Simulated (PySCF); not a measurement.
Work out the structure from these simulated measurements.

Elements present: C, H and N. Monoisotopic mass: 79.0422 u.

| Property | Result |
| --- | --- |
| NMR, other nuclei | isotropic shieldings of nuclei other than C and H, by class: -94 (1 N) ppm [GIAO PBE0/pcSseg-1] |
| 1H NMR | chemical shifts (computed TMS as zero) by class: 9.00 (2 H), 7.93 (1 H), 7.42 (2 H) ppm [GIAO PBE0/pcSseg-1] |
| 13C NMR | chemical shifts (computed TMS as zero) by class: 156.1 (2 C), 141.4 (1 C), 128.5 (2 C) ppm [GIAO PBE0/pcSseg-1] |
| Rotational structure | rotational constants A, B, C: 6.122, 5.917, 3.009 GHz [GFN2-xTB] |
| Dipole | 2.23 D [PBE0/pcSseg-1] |

Gas-phase values; electronic properties from PySCF, density fitting. Levels stand in brackets. Isolated species at its GFN2-xTB geometry, gas phase. NMR classes are plain means over equivalent atoms (diastereotopic ones count apart unless rotation or inversion swaps them), as if these changed places fast.

Problem. Which formula fits the mass and the elements?

Solution. C5H5N (calculated 79.0422). No other formula that holds each of these elements comes within 0.0003 u with a fitting electron parity and a possible valence count.

Problem. What is the compound? Reason from the data.

Solution. Numbering: `[cH:1]1[cH:2][cH:3][n:4][cH:5][cH:6]1`. Its formula, C5H5N, gives 4 degrees of unsaturation: 1 ring and 3 π bonds in the structure found (Kekulé form). 5 carbons fall into 3 classes; from least to most shielded: aromatic CH next to a ring nitrogen [C3/C5] (156.1 ppm, 2 C), aromatic CH carbon [C1] (141.4 ppm), aromatic CH carbon [C2/C6] (128.5 ppm, 2 C). Hydrogen classes from least to most shielded: 2 H on 2 like atoms (aromatic CH next to a ring nitrogen), C3/C5 (9.00 ppm), 1 H on an aromatic CH carbon, C1 (7.93 ppm), 2 H on 2 aromatic CH carbons, C2/C6 (7.42 ppm). The other shieldings belong to: -94 ppm, pyridine-type nitrogen [N4]. The optimised geometry has point group C2v and is an asymmetric top. Structure: `c1ccncc1`. The assignments are read from this structure; whether some other isomer fits the data as well wasn't checked.
